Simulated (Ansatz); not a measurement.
Rocksalt GaN, relaxed with r2SCAN in Ansatz. It is cubic, Fm-3m (No. 225); conventional cell a = 4.217 Å, 9.37 Å³ an atom. Ga is surrounded by 6 N at 2.11 Å; N is surrounded by 6 Ga at 2.11 Å.

The axes x, y and z are those of this cell:
```
Ga N
1.0
     0.00000    2.10852    2.10852
     2.10852    0.00000    2.10852
     2.10852    2.10852    0.00000
Ga N
1 1
Direct
  0.00000 0.00000 0.00000
  0.50000 0.50000 0.50000
```

Unstrained: The PBE gap is indirect, 0.633 eV (Γ–K (0.47 of the way from Γ) to X), below the direct gap of 2.830 eV at Γ. r2SCAN gives an indirect gap of 1.159 eV, from Γ–K (0.47 of the way from Γ) to X; the least direct gap is 3.377 eV at Γ. The HSE06 gap is indirect, 1.898 eV (Γ–K (0.47 of the way from Γ) to X), below the direct gap of 4.144 eV at Γ. Meshes: PBE 10×10×10, r2SCAN 10×10×10, HSE06 8×8×8. Strains are changes of length per length. After each strain the atoms were relaxed again with r2SCAN within the symmetry that the strain leaves, so tilts or polar shifts that break it weren't tested; points keep the names that they have in the unstrained zone. Simulation only: spin-unpolarised, and no claim that this is the phase found in nature.

(1) Estimate what uniaxial -5.97 % along x, other directions held does to the gap.

(2) One strain changed the r2SCAN stress by xx -6.64, yy -6.64, zz -11.91 GPa (compression positive) and the gap by -0.407 eV (PBE), -0.428 eV (r2SCAN), -0.458 eV (HSE06). Which kind of strain was it, and roughly how large?

(3) Estimate what uniaxial +5.98 % along [111], other directions held does to the gap.

## Answers

(1) PBE: the gap goes from 0.633 to 0.639 eV (+0.006 eV); the edges go from Γ–K (0.47) → X to (0.180, -0.010, -0.193) → X. r2SCAN: the gap goes from 1.159 to 1.197 eV (+0.038 eV); the edges go from Γ–K (0.47) → X to (0.180, -0.010, -0.193) → X. HSE06: the gap goes from 1.898 to 1.967 eV (+0.069 eV); the edges go from Γ–K (0.47) → X to (0.180, -0.010, -0.193) → X. The r2SCAN energy rises by 48.8 meV an atom.

(2) Uniaxial +4.11 % along z, other directions held. The pattern of the stress gives the kind; the size needs the stiffness, so it is an estimate.

(3) PBE: the gap goes from 0.633 to 0.046 eV (-0.587 eV); the edges go from Γ–K (0.47) → X to (0.211, 0.211, 0.346) → X; so small a gap is at the limit of these settings. r2SCAN: the gap goes from 1.159 to 0.533 eV (-0.626 eV); the edges go from Γ–K (0.47) → X to (0.211, 0.211, 0.346) → X. HSE06: the gap goes from 1.898 to 1.237 eV (-0.661 eV); the edges go from Γ–K (0.47) → X to (0.211, 0.211, 0.346) → X. The r2SCAN energy rises by 54.4 meV an atom.

Where an edge lies off the special points, it is a point of the mesh or the k point where a search put PBE's edge or least direct gap, reused for the other functionals, whose own edges may lie a little apart.

Coordinates of k points refer to the reciprocal vectors of the primitive cell of the runs.

The meshes of the hybrids are coarse, so their gaps aren't converged to the digits shown.
